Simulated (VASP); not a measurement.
**CdTe: cell size and functional**

How much does the relaxed cell of CdTe depend on the functional? The starting structure is a measured crystal structure from the Crystallography Open Database.

Main program and level: VASP 6.6.1; Kohn-Sham DFT with plane waves and PAW; PBEsol, LDA, PBE, PBEsol + D3(BJ), r2SCAN, r2SCAN + rVV10, rev-vdW-DF2 and PBE + D3(BJ).

### Step 1. Starting point

Symmetry: F-43m, No. 216, cubic system. The conventional cell has a = 6.480 Å, b = 6.480 Å, c = 6.480 Å, α = 90.00°, β = 90.00°, γ = 90.00°. Nearest to Te lie 4 Cd at 2.81 Å. Cd has 4 Te at 2.81 Å nearest. Farther neighbours and most contacts between anions are not listed.

Structure file:

```
Te Cd
1.0
     0.00000    3.24000    3.24000
     3.24000    0.00000    3.24000
     3.24000    3.24000    0.00000
Te Cd
1 1
Direct
  0.75000 0.75000 0.75000
  0.00000 0.00000 0.00000
```

### Step 2. Relaxation with PBEsol

PBEsol restores the gradient expansion of exchange and is tuned for the cells of solids.

INCAR reads:

```
SYSTEM = CdTe
PREC = Accurate
ENCUT = 450
EDIFF = 1E-06
NELM = 100
ISMEAR = 0
SIGMA = 0.03
LREAL = .FALSE.
ALGO = Normal
GGA = PS
NBANDS = 15
LORBIT = 11
LWAVE = .FALSE.
LCHARG = .FALSE.
KPAR = 2
IBRION = 2
NSW = 50
ISIF = 3
EDIFFG = -0.01
```

POSCAR reads:

```
CdTe
1.0
    0.0000000000      3.2400000000      3.2400000000
    3.2400000000      0.0000000000      3.2400000000
    3.2400000000      3.2400000000      0.0000000000
Te Cd
1 1
Direct
    0.7500000000      0.7500000000      0.7500000000
    0.0000000000      0.0000000000      0.0000000000
```

KPOINTS reads:

```
Automatic mesh
0
Gamma
6 6 6
0 0 0
```

Potentials, in the order of the species: Te and Cd (PBE family, release 64).

Run with:

```bash
mpirun -np 2 vasp_std
```

Log:

```text
[banner, memory and clock lines left out]
running    2 mpi-ranks, on    1 nodes
 distrk:  each k-point on    1 cores,    2 groups
 distr:  one band on    1 cores,    1 groups

 POSCAR found type information on POSCAR TeCd
 POSCAR found :  2 types and       2 ions
|                                                                             |
|               ----> ADVICE to this user running VASP <----                  |
|                                                                             |
|     You enforced a specific xc type in the INCAR file but a different       |
|     [... a line on the potential file left out ...]
|     I HOPE YOU KNOW WHAT YOU ARE DOING!                                     |
|                                                                             |

 LDA part: xc-table for (Slater+PW92), standard interpolation
 POSCAR, INCAR and KPOINTS ok, starting setup
 FFT: planning ... GRIDC
 FFT: planning ... GRID_SOFT
 FFT: planning ... GRID
 WAVECAR not read
 entering main loop
       N       E                     dE             d eps       ncg     rms          rms(c)
DAV:   1     0.940878089010E+02    0.94088E+02   -0.79788E+03   496   0.933E+02
DAV:   2    -0.245746024314E+01   -0.96545E+02   -0.92756E+02   571   0.237E+02
DAV:   3    -0.571119932274E+01   -0.32537E+01   -0.32487E+01   571   0.467E+01
DAV:   4    -0.573997742350E+01   -0.28778E-01   -0.28777E-01   719   0.381E+00
DAV:   5    -0.574011926436E+01   -0.14184E-03   -0.14184E-03   606   0.208E-01    0.544E+00
DAV:   6    -0.550106125972E+01    0.23906E+00   -0.45915E-01   543   0.886E+00    0.455E+00
DAV:   7    -0.548306180662E+01    0.17999E-01   -0.10615E-01   543   0.224E+00    0.184E+00
DAV:   8    -0.548214564541E+01    0.91616E-03   -0.10197E-02   578   0.122E+00    0.511E-01
DAV:   9    -0.548211887200E+01    0.26773E-04   -0.77203E-04   557   0.307E-01    0.118E-01
DAV:  10    -0.548214962508E+01   -0.30753E-04   -0.10912E-04   578   0.101E-01    0.554E-02
DAV:  11    -0.548217412783E+01   -0.24503E-04   -0.47357E-05   530   0.417E-02    0.358E-02
DAV:  12    -0.548217214045E+01    0.19874E-05   -0.41174E-06   571   0.146E-02    0.190E-02
DAV:  13    -0.548217203059E+01    0.10986E-06   -0.42279E-07   359   0.364E-03
   1 F= -.54821720E+01 E0= -.54821720E+01  d E =-.548217E+01
 curvature:   0.00 expect dE= 0.000E+00 dE for cont linesearch  0.000E+00
 trial: gam= 0.00000 g(F)=  0.478E-45 g(S)=  0.997E-03 ort = 0.000E+00 (trialstep = 0.100E+01)
 search vector abs. value=  0.997E-03
 bond charge predicted
       N       E                     dE             d eps       ncg     rms          rms(c)
DAV:   1    -0.549462679320E+01   -0.12455E-01   -0.23493E-01   550   0.574E+00    0.827E-01
DAV:   2    -0.548381695687E+01    0.10810E-01   -0.26660E-02   522   0.237E+00    0.273E-01
DAV:   3    -0.548268376970E+01    0.11332E-02   -0.24300E-03   557   0.499E-01    0.228E-01
DAV:   4    -0.548249963771E+01    0.18413E-03   -0.29061E-04   501   0.123E-01    0.372E-02
DAV:   5    -0.548249052399E+01    0.91137E-05   -0.30662E-05   564   0.677E-02    0.276E-02
DAV:   6    -0.548249027819E+01    0.24581E-06   -0.70740E-06   522   0.266E-02
   2 F= -.54824903E+01 E0= -.54824903E+01  d E =-.318248E-03
 trial-energy change:   -0.000318  1 .order   -0.000406   -0.000997    0.000184
 step:   0.7632(harm=  0.8439)  dis= 0.00000  next Energy=    -5.482513 (dE=-0.341E-03)
 bond charge predicted
       N       E                     dE             d eps       ncg     rms          rms(c)
DAV:   1    -0.548321640649E+01   -0.72588E-03   -0.13338E-02   543   0.136E+00    0.192E-01
DAV:   2    -0.548260275778E+01    0.61365E-03   -0.15322E-03   529   0.566E-01    0.630E-02
DAV:   3    -0.548254131624E+01    0.61442E-04   -0.13391E-04   557   0.116E-01    0.520E-02
DAV:   4    -0.548253407085E+01    0.72454E-05   -0.15820E-05   515   0.289E-02    0.855E-03
DAV:   5    -0.548253406855E+01    0.23033E-08   -0.15581E-06   350   0.156E-02
   3 F= -.54825341E+01 E0= -.54825341E+01  d E =-.362038E-03
 curvature:  -0.31 expect dE=-0.365E-07 dE for cont linesearch -0.365E-07
 trial: gam= 0.00000 g(F)=  0.148E-45 g(S)=  0.118E-06 ort =-0.109E-04 (trialstep = 0.953E+00)
 search vector abs. value=  0.118E-06
 reached required accuracy - stopping structural energy minimisation
```

It took 13 s on 2 MPI ranks of AMD EPYC 7R43, shared host; peak memory 0.31 GiB; 25 s of CPU time.

The logs omit lines about the potential files and the build; timing stands in the text.

Parts of OUTCAR (step 2):

```text
ion  position               nearest neighbor table
   1  0.750  0.750  0.750-   2 2.81   2 2.81   2 2.81   2 2.81
   2  0.000  0.000  0.000-   1 2.81   1 2.81   1 2.81   1 2.81

  LATTYP: Found a face centered cubic cell.
 ALAT       =     6.4800000000

 Subroutine GETGRP returns: Found 24 space group operations
 (whereof 24 operations were pure point group operations)

The static configuration has the point symmetry T_d .

 Found     16 irreducible k-points:

   k-points           NKPTS =     16   k-points in BZ     NKDIM =     16   number of bands    NBANDS=     15

   dimension x,y,z NGX =    32 NGY =   32 NGZ =   32
   dimension x,y,z NGXF=    64 NGYF=   64 NGZF=   64

   ENCUT  =  450.0 eV  33.07 Ry    5.75 a.u.   7.93  7.93  7.93*2*pi/ulx,y,z

   NELECT =      18.0000    total number of electrons

 k-points in reciprocal lattice and weights: Automatic mesh
   0.00000000  0.00000000  0.00000000       0.005
   0.16666667  0.00000000  0.00000000       0.037
   0.33333333  0.00000000  0.00000000       0.037
   0.50000000  0.00000000  0.00000000       0.019
   0.16666667  0.16666667  0.00000000       0.028
   0.33333333  0.16666667  0.00000000       0.111
   0.50000000  0.16666667  0.00000000       0.111
  -0.33333333  0.16666667  0.00000000       0.111
  -0.16666667  0.16666667  0.00000000       0.056
[...]
-0.33333333  0.33333333  0.16666667       0.111
  -0.33333333  0.50000000  0.16666667       0.056

 average (electrostatic) potential at core
       1 -91.2937       2 -39.0112

 E-fermi :   2.3360

 k-point     1 :       0.0000    0.0000    0.0000
  band No.  band energies     occupation
    ...
      5      -5.8185      2.00000
      6      -5.8185      2.00000
      7       2.1605      2.00000
      8       2.1605      2.00000
      9       2.1605      2.00000
     10       2.8025      0.00000
     11       6.7074      0.00000
     12       6.7074      0.00000
     13       6.7074      0.00000
     14       9.4499      0.00000
    ...

 k-point     2 :       0.1667    0.0000    0.0000
  band No.  band energies     occupation
    ...
      5      -5.8197      2.00000
      6      -5.8197      2.00000
      7       0.3925      2.00000
      8       1.9320      2.00000
      9       1.9320      2.00000
     10       3.9256      0.00000
     11       6.8003      0.00000
     12       7.0454      0.00000
     13       7.0454      0.00000
     14      10.4529      0.00000
    ...

 k-point     3 :       0.3333    0.0000    0.0000
  band No.  band energies     occupation
    ...
      5      -5.8157      2.00000
      6      -5.7231      2.00000
      7      -1.4420      2.00000
      8       1.5507      2.00000
      9       1.5507      2.00000
     10       3.9949      0.00000
     11       7.3271      0.00000
     12       7.3271      0.00000
     13       8.3051      0.00000
     14      10.0837      0.00000
    ...

  Total       -0.0012778     -0.0012778     -0.0012778     -0.0000000     -0.0000000      0.0000000
  in kB       -0.0299025     -0.0299025     -0.0299025     -0.0000000     -0.0000000      0.0000000
  external PRESSURE =      -0.0299025 kB  Pullay stress =       0.0000000 kB

  energy-cutoff  :      450.00
  volume of cell :       68.47
      direct lattice vectors                 reciprocal lattice vectors
     0.000000000  3.246999876  3.246999876    -0.153988303  0.153988303  0.153988303
     3.246999876  0.000000000  3.246999876     0.153988303 -0.153988303  0.153988303
     3.246999876  3.246999876  0.000000000     0.153988303  0.153988303 -0.153988303

 POSITION                                       TOTAL-FORCE (eV/Angst)
 -----------------------------------------------------------------------------------
      4.87050      4.87050      4.87050        -0.000000      0.000000      0.000000
      0.00000      0.00000      0.00000         0.000000     -0.000000     -0.000000
 -----------------------------------------------------------------------------------
    total drift:                                0.000001      0.000001      0.000001

  FREE ENERGIE OF THE ION-ELECTRON SYSTEM (eV)
  ---------------------------------------------------
  free  energy   TOTEN  =        -5.4825340686 eV

  energy  without entropy=       -5.4825340686  energy(sigma->0) =       -5.48253407

 reached required accuracy - stopping structural energy minimisation

 total charge
# of ion       s       p       d       tot
------------------------------------------
    1        1.352   2.045   0.021   3.418
    2        0.472   0.316   9.527  10.315
--------------------------------------------------
tot          1.823   2.361   9.548  13.733

[... 3 further parts left out ...]
```

The PAW data sets were made with PBE, which is usual practice but a small mismatch for other functionals. The run keeps the 24 symmetry operations of its start, so it cannot find a distortion of lower symmetry.

With PBEsol the relaxed cell holds 34.233 Å³ an atom, +0.65 % against the measured cell, with a = 6.494 Å. Pressures at 0.985 and 1.015 times this volume, from two more relaxations that aren't shown, give a bulk modulus of 41.7 GPa.

### Step 3. Relaxation with LDA

LDA, the lowest rung, knows the local density alone.

INCAR: that of step 2 with these lines changed.

```diff
@@ -9,3 +9,3 @@
 ALGO = Normal
-GGA = PS
+GGA = CA
 NBANDS = 15
```

POSCAR is that of step 2.

KPOINTS is that of step 2.

The projector-augmented-wave data sets are Te and Cd (LDA family, release 64).

Run with:

```bash
mpirun -np 2 vasp_std
```

Log:

```text
[banner, memory and clock lines left out]
running    2 mpi-ranks, on    1 nodes
[...]
LDA part: xc-table for (Slater(with rela. corr.)+CA(PZ))
 , standard interpolation
 POSCAR, INCAR and KPOINTS ok, starting setup
[...]
entering main loop
       N       E                     dE             d eps       ncg     rms          rms(c)
DAV:   1     0.959121258774E+02    0.95912E+02   -0.79553E+03   496   0.933E+02
DAV:   2    -0.281081499689E+01   -0.98723E+02   -0.94770E+02   564   0.241E+02
DAV:   3    -0.624977952498E+01   -0.34390E+01   -0.34326E+01   578   0.479E+01
DAV:   4    -0.628156155670E+01   -0.31782E-01   -0.31781E-01   741   0.402E+00
[...]
DAV:  10    -0.603735060533E+01    0.92255E-05   -0.89278E-05   573   0.858E-02    0.545E-02
DAV:  11    -0.603735486178E+01   -0.42565E-05   -0.19327E-05   571   0.368E-02    0.308E-02
DAV:  12    -0.603735395339E+01    0.90840E-06   -0.19231E-06   515   0.103E-02
   1 F= -.60373540E+01 E0= -.60373540E+01  d E =-.603735E+01
[...]
DAV:   7    -0.604396945783E+01    0.30057E-05   -0.85760E-06   571   0.284E-02    0.107E-02
DAV:   8    -0.604396978452E+01   -0.32669E-06   -0.77981E-07   296   0.903E-03
   2 F= -.60439698E+01 E0= -.60439698E+01  d E =-.661583E-02
 trial-energy change:   -0.006616  1 .order   -0.006240   -0.020709    0.008229
 step:   0.7310(harm=  0.7156)  dis= 0.00000  next Energy=    -6.045069 (dE=-0.772E-02)
[...]
N       E                     dE             d eps       ncg     rms          rms(c)
DAV:   1    -0.606411849626E+01   -0.20149E-01   -0.36797E-01   557   0.739E+00    0.106E+00
DAV:   2    -0.604704263981E+01    0.17076E-01   -0.43117E-02   543   0.310E+00    0.355E-01
DAV:   3    -0.604536599356E+01    0.16766E-02   -0.35921E-03   543   0.613E-01    0.299E-01
DAV:   4    -0.604507438971E+01    0.29160E-03   -0.43867E-04   515   0.152E-01    0.481E-02
DAV:   5    -0.604505945687E+01    0.14933E-04   -0.45602E-05   585   0.866E-02    0.350E-02
DAV:   6    -0.604505900482E+01    0.45205E-06   -0.10281E-05   537   0.306E-02    0.851E-03
DAV:   7    -0.604505874991E+01    0.25490E-06   -0.14297E-06   333   0.163E-02
   3 F= -.60450587E+01 E0= -.60450587E+01  d E =-.770480E-02
[...]
reached required accuracy - stopping structural energy minimisation
```

The job ended after 11 s (2 MPI ranks; peak memory 0.26 GiB).

Parts of OUTCAR (step 3):

```text
  Total        0.0003557      0.0003557      0.0003557     -0.0000000      0.0000000      0.0000000
  in kB        0.0086193      0.0086193      0.0086193     -0.0000000      0.0000000      0.0000000
  external PRESSURE =       0.0086193 kB  Pullay stress =       0.0000000 kB

 POSITION                                       TOTAL-FORCE (eV/Angst)
 -----------------------------------------------------------------------------------
      4.81416      4.81416      4.81416         0.000000      0.000000      0.000000
      0.00000      0.00000      0.00000        -0.000000     -0.000000     -0.000000
 -----------------------------------------------------------------------------------
    total drift:                               -0.000000     -0.000000     -0.000000

  FREE ENERGIE OF THE ION-ELECTRON SYSTEM (eV)
  ---------------------------------------------------
  free  energy   TOTEN  =        -6.0450587499 eV

  energy  without entropy=       -6.0450587499  energy(sigma->0) =       -6.04505875

[... 2 parts as in an earlier step ...]

[... 2 further parts left out ...]
[key lines of the parts left out:]
E-fermi :   2.6073
```

With LDA the relaxed cell holds 33.059 Å³ an atom, -2.80 % against the measured cell, with a = 6.419 Å. That is -3.43 % from PBEsol. Pressures at 0.985 and 1.015 times this volume, from two more relaxations that aren't shown, give a bulk modulus of 46.1 GPa.

### Step 4. Relaxation with PBE

PBE, the usual starting point, adds the gradient of the density. This run starts from the cell of an earlier relaxation, which isn't shown; the restart sets up the plane waves anew.

INCAR: that of step 3 with these lines changed.

```diff
@@ -9,3 +9,3 @@
 ALGO = Normal
-GGA = CA
+GGA = PE
 NBANDS = 15
```

POSCAR reads:

```
CdTe
1.0
    0.0000000000      3.3077370474      3.3077370474
    3.3077370474      0.0000000000      3.3077370474
    3.3077370474      3.3077370474      0.0000000000
Te Cd
1 1
Direct
    0.7500000000      0.7500000000      0.7500000000
    0.0000000000      0.0000000000      0.0000000000
```

KPOINTS is that of step 3.

PAW data sets: Te and Cd (PBE family, release 64).

Run with:

```bash
mpirun -np 2 vasp_std
```

Log:

```text
[banner, memory and clock lines left out]
running    2 mpi-ranks, on    1 nodes
[...]
LDA part: xc-table for (Slater+PW92), standard interpolation
 POSCAR, INCAR and KPOINTS ok, starting setup
[...]
entering main loop
       N       E                     dE             d eps       ncg     rms          rms(c)
DAV:   1     0.936455961673E+02    0.93646E+02   -0.75262E+03   480   0.910E+02
DAV:   2    -0.163520530483E+01   -0.95281E+02   -0.91211E+02   585   0.235E+02
DAV:   3    -0.501025891691E+01   -0.33751E+01   -0.33702E+01   543   0.466E+01
DAV:   4    -0.504282097339E+01   -0.32562E-01   -0.32560E-01   755   0.406E+00
[...]
DAV:  11    -0.480571800794E+01   -0.45072E-04   -0.83767E-05   530   0.544E-02    0.358E-02
DAV:  12    -0.480571691061E+01    0.10973E-05   -0.32496E-06   592   0.136E-02    0.201E-02
DAV:  13    -0.480571677065E+01    0.13996E-06   -0.56840E-07   422   0.375E-03
   1 F= -.48057168E+01 E0= -.48057168E+01  d E =-.480572E+01
[...]
N       E                     dE             d eps       ncg     rms          rms(c)
DAV:   1    -0.480678591538E+01   -0.10690E-02   -0.20454E-02   550   0.166E+00    0.242E-01
DAV:   2    -0.480586626997E+01    0.91965E-03   -0.22766E-03   529   0.673E-01    0.787E-02
DAV:   3    -0.480576564304E+01    0.10063E-03   -0.21372E-04   564   0.145E-01    0.665E-02
DAV:   4    -0.480574637930E+01    0.19264E-04   -0.24410E-05   536   0.345E-02    0.113E-02
DAV:   5    -0.480574492596E+01    0.14533E-05   -0.26401E-06   498   0.194E-02    0.764E-03
DAV:   6    -0.480574462930E+01    0.29666E-06   -0.62324E-07   331   0.794E-03
   2 F= -.48057446E+01 E0= -.48057446E+01  d E =-.278586E-04
 trial-energy change:   -0.000028  1 .order   -0.000038   -0.000086    0.000010
 step:   0.7878(harm=  0.8934)  dis= 0.00000  next Energy=    -4.805746 (dE=-0.290E-04)
 reached required accuracy - stopping structural energy minimisation
```

Run time: 8.6 s. Hardware: 2 MPI ranks; peak memory 0.3 GiB.

OUTCAR, selected parts (step 4):

```text
  Total       -0.0041208     -0.0041208     -0.0041208     -0.0000000      0.0000000      0.0000000
  in kB       -0.0909886     -0.0909886     -0.0909886     -0.0000000      0.0000000      0.0000000
  external PRESSURE =      -0.0909886 kB  Pullay stress =       0.0000000 kB

 POSITION                                       TOTAL-FORCE (eV/Angst)
 -----------------------------------------------------------------------------------
      4.96574      4.96574      4.96574         0.000000      0.000000     -0.000000
      3.31049      6.62099      3.31049        -0.000000     -0.000000      0.000000
 -----------------------------------------------------------------------------------
    total drift:                                0.000001      0.000001      0.000001

  FREE ENERGIE OF THE ION-ELECTRON SYSTEM (eV)
  ---------------------------------------------------
  free  energy   TOTEN  =        -4.8057446293 eV

  energy  without entropy=       -4.8057446293  energy(sigma->0) =       -4.80574463

[... 2 parts as in an earlier step ...]

[... 2 further parts left out ...]
[key lines of the parts left out:]
E-fermi :   1.9470
```

With PBE the relaxed cell holds 36.281 Å³ an atom, +6.67 % against the measured cell, with a = 6.621 Å. That is +5.98 % from PBEsol. Pressures at 0.985 and 1.015 times this volume, from two more relaxations that aren't shown, give a bulk modulus of 35.2 GPa.

[end of part 1 of 3]

[Lines on the potential files, build, host, timing and source positions are cut from VASP's logs without a mark.]

[Logs are printed without paths, hosts, clocks, repeated set-up lines and the standing remarks that a program may print on its own settings, such as how far it seeks lower states.]

[Hosts, paths, dates, database ids (printed as entryN), source tags and the programs' standing remarks are cut or masked in the printed files.]
